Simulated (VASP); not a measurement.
# SnTe (Fm-3m) in VASP: a series of runs

Runs on SnTe. Level: LDA. Tasks: relaxation of cell and atoms.

Program: VASP 6.6.1. These are calculated values, not measurements. Logs are shortened: lines on timing, memory, paths and dates and some standing lists are left out, and cuts for length are marked.

## Step 1: Starting point

Symmetry: Fm-3m, No. 225, cubic system. Conventional cell: a = 6.302 Å, b = 6.302 Å, c = 6.302 Å, α = 90.00°, β = 90.00°, γ = 90.00°. Sn (site symmetry m-3m) has 6 Te at 3.15 Å as nearest neighbours. Around Te (site symmetry m-3m) lie 6 Sn at 3.15 Å.

## Step 2: Relaxation of cell and atoms, LDA

File INCAR:

```
PREC = Accurate ; ENCUT = 350
EDIFF = 1E-7 ; ISMEAR = 0
SIGMA = 0.02 ; LREAL = F
LASPH = T ; NELM = 80
ALGO = Normal ; ISIF = 3
LWAVE = F ; LCHARG = F
IBRION = 2 ; NSW = 80
EDIFFG = -0.002
```

File KPOINTS:

```
Automatic mesh
0
Gamma
  4 4 4
```

File POSCAR:

```
SnTe
1.0
    0.0000000000      3.1508500000      3.1508500000
    3.1508500000      0.0000000000      3.1508500000
    3.1508500000      3.1508500000      0.0000000000
Sn Te
1 1
Direct
    0.0000000000      0.0000000000      0.0000000000
    0.5000000000      0.5000000000      0.5000000000
```

Potentials or basis: VASP PAW LDA potentials, release 64 (Sn_d, Te).

Command:

```
> cat potpaw_LDA.64/Sn_d/POTCAR potpaw_LDA.64/Te/POTCAR > POTCAR
> mpirun -np 1 vasp_std > vasp.out
```

OUTCAR:

```text
PREC = Accurate
   ENCUT = 350
   EDIFF = 1E-7
   ISMEAR = 0
   LREAL = F
   LASPH = T
   NELM = 80
   ISIF = 3
   IBRION = 2
   NSW = 80
   EDIFFG = -0.002

 ion  position               nearest neighbor table
   1  0.000  0.000  0.000-   2 3.15   2 3.15   2 3.15   2 3.15   2 3.15   2 3.15
   2  0.500  0.500  0.500-   1 3.15   1 3.15   1 3.15   1 3.15   1 3.15   1 3.15

  LATTYP: Found a face centered cubic cell.
 ALAT       =     6.3017000000

  Lattice vectors:

 A1 = (   0.0000000000,   3.1508500000,   3.1508500000)
 A2 = (   3.1508500000,   0.0000000000,   3.1508500000)
 A3 = (   3.1508500000,   3.1508500000,   0.0000000000)

Analysis of symmetry for initial positions (statically):
=====================================================================
 Subroutine PRICEL returns:
 Original cell was already a primitive cell.

 Routine SETGRP: Setting up the symmetry group for a
 face centered cubic supercell.

 Subroutine GETGRP returns: Found 48 space group operations
 (whereof 48 operations were pure point group operations)
 out of a pool of 48 trial point group operations.

The static configuration has the point symmetry O_h .

Analysis of symmetry for dynamics (positions and initial velocities):
=====================================================================
 Subroutine PRICEL returns:
 Original cell was already a primitive cell.

 Routine SETGRP: Setting up the symmetry group for a
 face centered cubic supercell.

 Subroutine GETGRP returns: Found 48 space group operations
 (whereof 48 operations were pure point group operations)
 out of a pool of 48 trial point group operations.

The dynamic configuration has the point symmetry O_h .

 Subroutine INISYM returns: Found 48 space group operations
 (whereof 48 operations are pure point group operations),
 and found     1 'primitive' translations

----------------------------------------------------------------------------------------

                                     Primitive cell

  volume of cell :      62.5624

  direct lattice vectors                    reciprocal lattice vectors
     0.000000000  3.150850000  3.150850000    -0.158687338  0.158687338  0.158687338
     3.150850000  0.000000000  3.150850000     0.158687338 -0.158687338  0.158687338
     3.150850000  3.150850000  0.000000000     0.158687338  0.158687338 -0.158687338

  length of vectors
     4.455974803  4.455974803  4.455974803     0.274854533  0.274854533  0.274854533

  position of ions in fractional coordinates (direct lattice)
     0.000000000  0.000000000  0.000000000
     0.500000000  0.500000000  0.500000000

  ion indices of the primitive-cell ions
   primitive index   ion index
                 1           1
                 2           2

----------------------------------------------------------------------------------------

 KPOINTS: Automatic mesh

Automatic generation of k-mesh.
 Grid dimensions read from file:
 generate k-points for:    4    4    4

 Generating k-lattice:

  Cartesian coordinates                     Fractional coordinates (reciprocal lattice)
    -0.039671835  0.039671835  0.039671835     0.250000000  0.000000000  0.000000000
     0.039671835 -0.039671835  0.039671835     0.000000000  0.250000000  0.000000000
     0.039671835  0.039671835 -0.039671835     0.000000000  0.000000000  0.250000000

  Length of vectors
     0.068713633  0.068713633  0.068713633

  Shift w.r.t. Gamma in fractional coordinates (k-lattice)
     0.000000000  0.000000000  0.000000000

 Subroutine IBZKPT returns following result:
 ===========================================

 Found      8 irreducible k-points:

 Following reciprocal coordinates:
            Coordinates               Weight
  0.000000  0.000000  0.000000      1.000000
  0.250000  0.000000  0.000000      8.000000
  0.500000  0.000000  0.000000      4.000000
  0.250000  0.250000  0.000000      6.000000
  0.500000  0.250000  0.000000     24.000000
 -0.250000  0.250000  0.000000     12.000000
  0.500000  0.500000  0.000000      3.000000
 -0.250000  0.500000  0.250000      6.000000
   k-points           NKPTS =      8   k-points in BZ     NKDIM =      8   number of bands    NBANDS=     14
   number of dos      NEDOS =    301   number of ions     NIONS =      2
   total plane-waves  NPLWV =  21952
   dimension x,y,z NGX =    28 NGY =   28 NGZ =   28
   dimension x,y,z NGXF=    56 NGYF=   56 NGZF=   56
   ions per type =               1   1
   NGX,Y,Z   is equivalent  to a cutoff of  10.45, 10.45, 10.45 a.u.
   NGXF,Y,Z  is equivalent  to a cutoff of  20.89, 20.89, 20.89 a.u.
 SYSTEM =  unknown system
   PREC   = accura    normal or accurate (medium, high low for compatibility)
   ISTART =      0    job   : 0-new  1-cont  2-samecut
   ICHARG =      2    charge: 1-file 2-atom 10-const
   ISPIN  =      1    spin polarized calculation?
   LNONCOLLINEAR =      F non collinear calculations
   LSORBIT =      F    spin-orbit coupling
   LASPH  =      T    aspherical Exc in radial PAW
   ENCUT  =  350.0 eV  25.72 Ry    5.07 a.u.   6.80  6.80  6.80*2*pi/ulx,y,z
   NELM   =     80;   NELMIN=  2; NELMDL= -5     # of ELM steps
   EDIFF  = 0.1E-06   stopping-criterion for ELM
   LREAL  =      F    real-space projection
   EDIFFG = -.2E-02   stopping-criterion for IOM
   NSW    =     80    number of steps for IOM
   IBRION =      2    ionic relax: 0-MD 1-quasi-New 2-CG
   NFREE  =      1    steps in history (QN), initial steepest desc. (CG)
   ISIF   =      3    stress and relaxation
   ISYM   =      2    0-nonsym 1-usesym 2-fastsym
   POTIM  = 0.5000    time-step for ionic-motion
   TEBEG  =    0.0;   TEEND  =   0.0 temperature during run
   PSTRESS=    0.0 pullay stress
   NELECT =      20.0000    total number of electrons
   NUPDOWN=      -1.0000    fix difference up-down
   EMIN   =  10.00;   EMAX   =-10.00  energy-range for DOS
   EFERMI =   0.00;   METHOD = LEGACY
   ISMEAR =     0;   SIGMA  =   0.02  broadening in eV -4-tet -1-fermi 0-gaus
   EFERMI_NEDOS =   21; number of points for ismear=-14 and -15
   IALGO  =     38    algorithm
   IMIX   =      4    mixing-type and parameters
     AMIX     =   0.40;   BMIX     =  1.00
     AMIX_MAG =   1.60;   BMIX_MAG =  1.00
  volume/ion in A,a.u.               =      31.28       211.10
  Fermi-wavevector in a.u.,A,eV,Ry     =   1.119387  2.115336 17.048485  1.253028
  Thomas-Fermi vector in A             =   2.256026
   LORBIT       =      0    0 simple, 1 ext, 2 COOP (PROOUT), +10 PAW based schemes
   GGA     = CA    functional components
   LHFCALC =     F    Hartree Fock is set to
   AEXX    =    0.0000 exact exchange contribution
   IVDW    =     0    specifies the selected vdW correction
   LEPSILON=     F    determine dielectric tensor
   LRPA    =     F    only Hartree local field effects (RPA)
 conjugate gradient relaxation of ions
 non-spin polarized calculation
 Gauss-broadening in eV      SIGMA  =   0.02
  energy-cutoff  :      350.00
  volume of cell :       62.56
 maximum number of plane-waves:       950
   NGX = 13   NGY = 13   NGZ = 13

--------------------------------------- Ionic step        1  -------------------------------------------

 number of electron      19.9999990 magnetization

 Free energy of the ion-electron system (eV)
  ---------------------------------------------------
  ext. energy  EPLUGINS =         0.00000000
  ---------------------------------------------------
  free energy    TOTEN  =        -8.82596957 eV

  energy without entropy =       -8.82596866  energy(sigma->0) =       -8.82596912

------------------------ aborting loop because EDIFF is reached ----------------------------------------

  FORCE on cell =-STRESS in cart. coord.  units (eV):
  Direction    XX          YY          ZZ          XY          YZ          ZX
  --------------------------------------------------------------------------------------
  -------------------------------------------------------------------------------------
  Total       -0.9161643     -0.9161643     -0.9161643      0.0000000      0.0000000     -0.0000000
  in kB      -23.4623093    -23.4623093    -23.4623093      0.0000000      0.0000000     -0.0000000
  external PRESSURE =     -23.4623093 kB  Pullay stress =       0.0000000 kB
[... 21 lines left out ...]
  energy  without entropy=       -8.8259686640  energy(sigma->0) =       -8.82596912

--------------------------------------- Ionic step        2  -------------------------------------------

 number of electron      20.0000009 magnetization

 E-fermi :   7.6168     XC(G=0): -10.0485

 val. band max:        7.5030252540   @ k =   0.5000   0.0000   0.0000
 cond. band min:       7.8136095144   @ k =   0.5000   0.0000   0.0000
 fundamental gap:      0.3105842604
 Fermi energy:         7.6167864246

 k-point     1 :       0.0000    0.0000    0.0000
  band No.  band energies     occupation
      1     -14.2887      2.00000
      2     -14.2887      2.00000
      3     -14.2732      2.00000
      4     -14.2732      2.00000
      5     -14.2732      2.00000
      6      -5.7493      2.00000
      7       3.0643      2.00000
      8       5.2780      2.00000
      9       5.2780      2.00000
     10       5.2780      2.00000
     11      11.0165      0.00000
     12      11.0165      0.00000
     13      11.0165      0.00000
     14      12.2606      0.00000
[... 182 lines left out ...]
  FREE ENERGIE OF THE ION-ELECTRON SYSTEM (eV)
  ---------------------------------------------------
  free  energy   TOTEN  =        -8.8479107541 eV

  energy  without entropy=       -8.8479107541  energy(sigma->0) =       -8.84791075

[... ionic steps 4 to 11 ...]

--------------------------------------- Ionic step       12  -------------------------------------------

 number of electron      19.9999997 magnetization

------------------------ aborting loop because EDIFF is reached ----------------------------------------

  FORCE on cell =-STRESS in cart. coord.  units (eV):
  Direction    XX          YY          ZZ          XY          YZ          ZX
  --------------------------------------------------------------------------------------
  -------------------------------------------------------------------------------------
  Total       -0.0144691     -0.0144691     -0.0144691      0.0000000     -0.0000000     -0.0000000
  in kB       -0.3880772     -0.3880772     -0.3880772      0.0000000     -0.0000000     -0.0000000
  external PRESSURE =      -0.3880772 kB  Pullay stress =       0.0000000 kB
[... 57 lines left out ...]
  energy  without entropy=       -8.8479069411  energy(sigma->0) =       -8.84790694

--------------------------------------- Ionic step       14  -------------------------------------------

 number of electron      19.9999997 magnetization

 Free energy of the ion-electron system (eV)
  ---------------------------------------------------
  ext. energy  EPLUGINS =         0.00000000
  ---------------------------------------------------
  free energy    TOTEN  =        -8.84790941 eV

  energy without entropy =       -8.84790941  energy(sigma->0) =       -8.84790941

 E-fermi :   7.4033     XC(G=0):  -9.9576

 val. band max:        7.2424477321   @ k =   0.5000   0.0000   0.0000
 cond. band min:       7.4896016736   @ k =   0.5000   0.0000   0.0000
 fundamental gap:      0.2471539415
 Fermi energy:         7.4032872938

 k-point     1 :       0.0000    0.0000    0.0000
  band No.  band energies     occupation
      1     -14.5402      2.00000
      2     -14.5402      2.00000
      3     -14.5262      2.00000
      4     -14.5262      2.00000
      5     -14.5262      2.00000
      6      -5.8618      2.00000
      7       2.7028      2.00000
      8       5.0614      2.00000
      9       5.0614      2.00000
     10       5.0614      2.00000
     11      10.7013      0.00000
     12      10.7013      0.00000
     13      10.7013      0.00000
     14      12.0245      0.00000
[... 146 lines left out ...]
  FREE ENERGIE OF THE ION-ELECTRON SYSTEM (eV)
  ---------------------------------------------------
  free  energy   TOTEN  =        -8.8479094136 eV

  energy  without entropy=       -8.8479094136  energy(sigma->0) =       -8.84790941

 reached required accuracy - stopping structural energy minimisation
```

Wall time 17 s (1 thread of Intel Xeon Platinum 8488C (Sapphire Rapids), shared host); peak memory 0.14 GiB.

Results:

```yaml
Free_energy: -8.8479 eV
Relaxed_volume: 29.86 Å³/atom
Relaxed_cell: a = 4.387 Å, b = 4.387 Å, c = 4.387 Å, α = 60.00°, β = 60.00°, γ = 60.00°
Space_group_after_relaxing_to_0.05_Å: Fm-3m (No. 225)
Energy_gained_by_relaxing: 11.0 meV/atom
Ionic_steps: 14
Pressure_after_relaxing: 0.0 GPa
Band_gap_on_the_k_mesh: 0.25 eV, direct
```

The path:
```csv
step,energy change (eV),largest force (eV/Å),pressure (GPa),volume (Å³)
1,0.0000,0.0000,-2.35,62.56
2,-0.0177,0.0000,1.18,58.51
3,-0.0219,0.0000,0.01,59.69
4,-0.0219,0.0000,-0.05,59.75
5,-0.0219,0.0000,-0.05,59.75
6,-0.0219,0.0000,-0.04,59.74
7,-0.0219,0.0000,-0.05,59.74
8,-0.0219,0.0000,-0.05,59.74
9,-0.0219,0.0000,-0.05,59.74
10,-0.0219,0.0000,-0.05,59.74
11,-0.0219,0.0000,-0.04,59.74
12,-0.0219,0.0000,-0.04,59.74
13,-0.0219,0.0000,-0.03,59.73
14,-0.0219,0.0000,-0.01,59.71
```

Final structure:
```xyz
2
Lattice="0.0000 3.1023 3.1023 3.1023 0.0000 3.1023 3.1023 3.1023 0.0000" Properties=species:S:1:pos:R:3 pbc="T T T"
Sn    0.0000    0.0000    0.0000
Te    3.1023    3.1023    3.1023
```

Levels at points of the mesh, in eV from the valence-band top:
| k point | band 6 | band 7 | band 8 | band 9 | band 10 | band 11 | band 12 | band 13 | band 14 |
| --- | --- | --- | --- | --- | --- | --- | --- | --- | --- |
| (0.00, 0.00, 0.00) | -13.10 | -4.54 | -2.18 | -2.18 | -2.18 | 3.46 | 3.46 | 3.46 | 4.78 |
| (0.50, 0.00, 0.00) | -11.70 | -8.57 | -1.81 | -1.81 | 0.00 | 0.25 | 0.34 | 0.34 | 7.93 |
| (0.50, 0.50, 0.00) | -11.36 | -6.52 | -5.83 | -3.88 | -3.88 | 2.08 | 5.15 | 5.15 | 6.72 |

Caveat: the k mesh is coarse (spacing up to 0.43 Å⁻¹), so the values aren't converged; spin-orbit coupling is left out, which moves the levels of the heavy elements. LDA usually gives volumes a few per cent too small.

## Step 3: Relaxation of cell and atoms, LDA

This run uses another cell than the first one, of 29.86 Å³/atom, 0.954 times its volume.

INCAR is that of step 2.

KPOINTS is that of step 2.

File POSCAR:

```
SnTe                                    
1.0
    0.0000000000      3.1022882971      3.1022882971
    3.1022882971      0.0000000000      3.1022882971
    3.1022882971      3.1022882971     -0.0000000000
  Sn              Te            
     1     1
Direct
     0.0000000000000000    0.0000000000000000    0.0000000000000000
     0.5000000000000000    0.5000000000000000    0.5000000000000000
```

Potentials or basis: VASP PAW LDA potentials, release 64 (Sn_d, Te).

Command:

```
> cat potpaw_LDA.64/Sn_d/POTCAR potpaw_LDA.64/Te/POTCAR > POTCAR
> mpirun -np 1 vasp_std > vasp.out
```

OUTCAR:

```text
PREC = Accurate
   ENCUT = 350
   EDIFF = 1E-7
   ISMEAR = 0
   LREAL = F
   LASPH = T
   NELM = 80
   ISIF = 3
   IBRION = 2
   NSW = 80
   EDIFFG = -0.002

 ion  position               nearest neighbor table
   1  0.000  0.000  0.000-   2 3.10   2 3.10   2 3.10   2 3.10   2 3.10   2 3.10
   2  0.500  0.500  0.500-   1 3.10   1 3.10   1 3.10   1 3.10   1 3.10   1 3.10

  LATTYP: Found a face centered cubic cell.
 ALAT       =     6.2045765942

  Lattice vectors:

 A1 = (   0.0000000000,   3.1022882971,   3.1022882971)
 A2 = (   3.1022882971,   0.0000000000,   3.1022882971)
 A3 = (   3.1022882971,   3.1022882971,   0.0000000000)

Analysis of symmetry for initial positions (statically):
=====================================================================
 Subroutine PRICEL returns:
 Original cell was already a primitive cell.

[... 165 lines left out ...]
  external PRESSURE =      -0.6536670 kB  Pullay stress =       0.0000000 kB
[... 59 lines left out ...]
--------------------------------------- Ionic step        3  -------------------------------------------

 number of electron      19.9999997 magnetization

 Free energy of the ion-electron system (eV)
  ---------------------------------------------------
  ext. energy  EPLUGINS =         0.00000000
  ---------------------------------------------------
  free energy    TOTEN  =        -8.84461636 eV

  energy without entropy =       -8.84461636  energy(sigma->0) =       -8.84461636

 E-fermi :   7.4203     XC(G=0):  -9.9625

 val. band max:        7.2562555010   @ k =   0.5000   0.0000   0.0000
 cond. band min:       7.5067885265   @ k =   0.5000   0.0000   0.0000
 fundamental gap:      0.2505330254
 Fermi energy:         7.4203355564

 k-point     1 :       0.0000    0.0000    0.0000
  band No.  band energies     occupation
      1     -14.5243      2.00000
      2     -14.5243      2.00000
      3     -14.5107      2.00000
      4     -14.5107      2.00000
      5     -14.5107      2.00000
      6      -5.8558      2.00000
      7       2.7218      2.00000
      8       5.0729      2.00000
      9       5.0729      2.00000
     10       5.0729      2.00000
     11      10.7180      0.00000
     12      10.7180      0.00000
     13      10.7180      0.00000
     14      12.0371      0.00000
[... 146 lines left out ...]
  FREE ENERGIE OF THE ION-ELECTRON SYSTEM (eV)
  ---------------------------------------------------
  free  energy   TOTEN  =        -8.8446163585 eV

  energy  without entropy=       -8.8446163585  energy(sigma->0) =       -8.84461636

 reached required accuracy - stopping structural energy minimisation
```

CONTCAR:

```text
SnTe
   1.00000000000000
    -0.0000000000000000    3.1011544366160644    3.1011544366160644
     3.1011544366160644   -0.0000000000000000    3.1011544366160644
     3.1011544366160644    3.1011544366160644    0.0000000000000000
  Sn              Te
     1     1
Direct
     0.0000000000000000    0.0000000000000000    0.0000000000000000
     0.5000000000000000    0.5000000000000000    0.5000000000000000

  0.00000000E+00  0.00000000E+00  0.00000000E+00
  0.00000000E+00  0.00000000E+00  0.00000000E+00
```

It took 6.1 s on 1 thread of Intel Xeon Platinum 8488C (Sapphire Rapids), shared host; peak memory 0.14 GiB.

Results:

```
Free energy                            : -8.8446 eV
Relaxed volume                         : 29.82 Å³/atom
Relaxed cell                           : a = 4.386 Å, b = 4.386 Å, c = 4.386 Å, α = 60.00°, β = 60.00°, γ = 60.00°
Space group after relaxing (to 0.05 Å) : Fm-3m (No. 225)
Energy gained by relaxing              : 0.0 meV/atom
Ionic steps                            : 3
Pressure after relaxing                : 0.0 GPa
Band gap on the k mesh                 : 0.25 eV, direct
```

Final structure:
```xyz
2
Lattice="0.0000 3.1012 3.1012 3.1012 0.0000 3.1012 3.1012 3.1012 0.0000" Properties=species:S:1:pos:R:3 pbc="T T T"
Sn    0.0000    0.0000    0.0000
Te    3.1012    3.1012    3.1012
```

Caveat: the k mesh is coarse (spacing up to 0.44 Å⁻¹), so the values aren't converged; spin-orbit coupling is left out, which moves the levels of the heavy elements. A k mesh can miss the band edges.
